Q: I have a set of cubic hafnia crystals that differ only in size, and two of them still lack their gaps. Squeezing brings the atoms closer, and closer atoms make broader bands. Shouldn't broader bands close the gap?

Cubic HfO2 (Fm-3m), computed with Ansatz 0.2.0 at the HSE06 level with PAW potentials, a 420 eV plane-wave cutoff, a 6×6×6 k mesh and no spin polarisation or spin–orbit coupling. The cells are r2SCAN geometries strained equally in all directions. The shortest distance is Hf–O; gaps are the least over the mesh, named k points and any path between them.

```
volume (Å³/atom)  shortest distance (Å)  band gap (eV)  least direct gap (eV)
           9.543                  2.103              ?                      ?
           9.844                  2.125          5.666                  5.666
          10.151                  2.147          5.581                  5.581
          10.465                  2.168          5.495                  5.495
          10.786                  2.190          5.409                  5.409
          11.113                  2.212          5.321                  5.321
          11.446                  2.234          5.234                  5.234
          11.625                  2.246          5.187                  5.187
          11.786                  2.256              ?                      ?
          12.133                  2.278          5.055                  5.055
```

A: Read the known rows from top to bottom before trusting that argument. The band gap falls as the volume grows, so squeezing opens it. From the smallest known cell to the largest, the loss is 0.61 eV, about a tenth of the gap. Band broadening may well be at work, but something stronger acts against it.

Q: What could be stronger?

A: Consider which states lie on either side of the gap. In this oxide the filled states at the top are mainly oxygen 2p, and the empty ones at the bottom are mainly hafnium 5d. An electron on oxygen sits among positive hafnium ions, which lower its energy, while an electron on hafnium sits among negative oxygen ions, which raise it. Shorter contacts strengthen both effects and push the two levels apart.

Covalent mixing, which pushes an oxygen 2p level down and a hafnium 5d level up, is usually named as a second cause, but it is doubtful for these particular edges. Where the calculation names the place, both lie at the zone-boundary point X, and hafnium sits on a centre of inversion. The highest oxygen 2p state there is expected to be odd and antibonding between neighbouring oxygens, so it can't mix with the even 5d states, and some of the 5d states at X have no oxygen 2p partner either.

The electrostatic argument gives a direction, not a size: with bare formal charges it is expected to give a slope several times the one in the table, so partial charges, screening and opposing effects must cancel much of it. The calculation doesn't list the orbital character of the edges, and the table shows the sum of these effects, not their shares.

Q: The calculation also lists the two band edges separately. Both drop by more than 4 eV between the smallest and the largest known cell. Doesn't that tell me which level does the moving?

A: It doesn't, because those energies have no common zero. In an endless crystal the zero is tied to the average electrostatic potential, and that average itself shifts with the volume. The valence top drops by 4.2 eV and the conduction bottom by 4.8 eV on that sliding scale. Only the difference between the two, which is the change of the gap, has a meaning here.

Q: Then let me try to forecast the gaps. May I simply continue the trend?

A: You may, as long as the same two states bound the gap. The band gap and the least direct gap agree in every known row, so an electron can cross at fixed crystal momentum. Where the calculation names the place, both edges lie at the point X on the boundary of the Brillouin zone. At 10.465 Å³/atom the valence top is listed a hair away from X, but that matters by only 1 meV.

With the states unchanged, the gap is a smooth function of size, and a smooth function can be expanded. Let $x$ be the change of the cell edge in percent, counted from the cell at 10.786 Å³/atom, which is nearly free of pressure. Then

$$E_\text{gap} = c_0 + c_1 x + c_2 x^2 .$$

The first coefficient is the gap of the unstrained crystal, the second its response to strain, and the third the slow change of that response.

Q: Why not an inverse power of the distance? Electrostatic energies and overlaps both fall off that way.

A: Because a single inverse power has to flatten as the crystal is stretched. The known gaps do the opposite: one percent of edge costs 85 meV at the compressed end and 90 meV at the stretched end. Your band broadening offers a likely reason. It works against the opening of the gap, and if it grows faster under compression than the effects that open the gap, it holds back more of the gain at short distances.

Q: So I fit the three coefficients to the eight known cells. What do I get for the smallest one?

A: First find its strain. The edge goes as the cube root of the volume, so $x = 100\,[(9.543/10.786)^{1/3} - 1] = -4.0$. The fit, printed in full after this exchange, then gives

$$E_\text{gap} = 5.409 + 0.0868 \times 4.0 - 0.00038 \times 4.0^2 = 5.750\ \text{eV}.$$

The linear term does nearly all the work, and the curvature takes back only 6 meV. This cell was not part of the fit.

Q: And how sure are you of that?

A: My range is 5.740 to 5.760 eV, because this cell lies one step outside the known ones. A straight line in place of the curve would shift the forecast by about 6 meV, and the range covers that. The real danger is of another kind. If a different band state took over one of the edges, the gap would fall below the curve, perhaps out of the range, and no smooth fit to the larger cells could warn us.

The cell at 11.786 Å³/atom is safer, since it has known neighbours on both sides. There I forecast 5.145 eV, with a range of 5.142 to 5.148 eV. For both cells I also expect the gap to stay direct, with the two gap columns agreeing within 0.002 eV.

Q: Let us look, then.

The withheld rows as computed:

```
volume (Å³/atom)  shortest distance (Å)  band gap (eV)  least direct gap (eV)
           9.543                  2.103          5.748                  5.748
          11.786                  2.256          5.145                  5.145
```

Q: Both are inside. Did the smallest cell teach us anything?

A: It taught us that the gap stays direct and close to the smooth curve for one more step of compression, with both edges still listed at X, so there is no sign of another band state taking over an edge. The computed value is 5.748 eV, so the forecast was 2 meV too high. That is well inside the range, but larger than the typical 0.3 meV by which the curve misses the cells it was fitted to. The last step of compression gains only 82 meV, against 85 meV for the step before. A further term of the expansion could be behind this, but so could numerical scatter: successive steps wobble by about 1 meV (88 meV, then 87 meV, just beyond the unstrained cell), as is expected when a fixed cutoff meets a changing cell. These data can't separate the two. The cell between known neighbours came out at 5.145 eV, as forecast, and in both cells the two gap columns are equal.

The comparison with the other formulas is more instructive. The straight line gives 5.756 eV for the smallest cell, which is a little worse but still inside my range. The inverse power gives 5.771 eV and misses by 23 meV, because it bends the wrong way. Its failure is compatible with the idea of competing effects, but doesn't prove or identify them.

Q: I would rather think in pressures. Can I quote one number per gigapascal?

A: Not over a range as wide as this. Between the two smallest known cells, the gap gains about 8 meV per GPa. Between the two largest, which are under tension, it gains 17 meV for each GPa of tension released. Yet the gain per percent of edge is nearly the same at both ends.

The difference lies in the stiffness of the crystal. At the compressed end, shortening the edge by one percent takes about 11 GPa; at the stretched end it takes about 5 GPa. A gigapascal therefore buys much less strain in the squeezed crystal, and the gap follows the strain. I keep these figures coarse because the calculation flags its convergence thresholds for stress as loose.

Q: Would every insulator or semiconductor open its gap when squeezed?

A: No, and silicon is the familiar counterexample: its indirect gap narrows under pressure. Its lowest empty states lie in a valley that sinks relative to the valence top as the crystal shrinks. In hafnia the edges belong mainly to different ions, and closer contact is expected to drive them apart. To guess the trend for another crystal, ask first which two states bound the gap and what a shorter bond does to each.

Q: And what may I carry over to a real hafnia film?

A: Carry over the slope before the gap itself. Hybrid functionals of this kind commonly give too small a gap for wide-gap oxides, and thermal motion is left out. The cells were also held cubic, a form that pure hafnia takes only at high temperature, and they were strained equally in all directions, whereas a film is usually strained in its plane.

For uniform strain of the cubic crystal, the working rule is short: each percent added to the cell edge takes about 0.087 eV from the gap. A straight line with that slope stays within 0.01 eV of all ten cells. If you know only the pressure, turn it into strain first, using the stiffness at that pressure, and then apply the rule.

The analysis program printed:

```
fit of band_gap on 8 rows: constant 5.409 +/- 0.0002, coefficient of x -0.08683 +/- 6.7e-05, coefficient of x**2 -0.0003812 +/- 3e-05; rms 0.000306, worst 11.113 0.000467, leave-one-out rms 0.000605
  rows outside the fit (model, value, miss): 9.543 5.75, 5.748, 0.0019; 11.786 5.145, 5.145, -0.000163
fit of band_gap on 8 rows: constant 5.407 +/- 0.00074, coefficient of x -0.08717 +/- 0.00032; rms 0.00177, worst 12.133 0.00318, leave-one-out rms 0.0028
  rows outside the fit (model, value, miss): 9.543 5.756, 5.748, 0.0075; 11.786 5.145, 5.145, 0.000439
fit of band_gap on 8 rows: coefficient of 1/(1 + x/100)**s 5.401 +/- 0.0029, s 1.623; rms 0.00696, worst 12.133 0.0131, leave-one-out rms 0.0107
  rows outside the fit (model, value, miss): 9.543 5.771, 5.748, 0.0232; 11.786 5.148, 5.145, 0.00332
straight line less quadratic at 9.543, eV: 0.005605
inverse power less quadratic at 9.543, eV: 0.02126
gap change per unit ln(volume) at 10.786, eV: -2.894
gap lost from 9.844 to 12.133, eV: 0.611
gap lost per percent of edge, 9.844 to 10.151, meV: 85.17
gap lost per percent of edge, 10.465 to 11.113, meV: 86.89
gap lost per percent of edge, 11.625 to 12.133, meV: 89.66
gap gained per GPa, 10.151 to 9.844, meV: 7.55
gap gained per GPa, 11.113 to 10.465, meV: 10.74
gap gained per GPa, 12.133 to 11.625, meV: 17.48
fall of raw valence top from 9.844 to 12.133, eV: 4.165
fall of raw conduction bottom from 9.844 to 12.133, eV: 4.776
least direct gap less gap at 9.543, eV: 0
least direct gap less gap at 11.786, eV: 0
```
